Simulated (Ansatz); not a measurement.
Basis-set extrapolation for C3H4N2, SMILES `c1cn[nH]c1` (PBE0-D4/def2-TZVP geometry, frozen core, Ansatz). Multiplicity 1, RHF reference.

|  | def2-TZVPP | def2-QZVPP |
| --- | --- | --- |
| HF | -224.882289 | -224.892275 |
| MP2 correlation | -0.882926 | -0.941477 |
| CCSD(T) correlation | -0.938068 | not run |

Energies in hartree. Use E(X) = E(∞) + A·exp(−7.88·√X) for Hartree–Fock and E(X) = E(∞) + B·X^(−2.97) for correlation, with X = 3 and 4, and add CCSD(T) minus MP2 of the smaller set to the MP2 limit.

Problem. What is the CCSD(T) energy at the basis-set limit?

Solution. HF limit: -224.892275 + (-0.009986) × 0.13774 = -224.89365. MP2 limit: -0.941477 + (-0.058551) × 0.74074 = -0.98485. Higher-order term: -0.938068 − (-0.882926) = -0.05514. Total: -225.93364 hartree, 3.08 eV below CCSD(T)/def2-TZVPP.
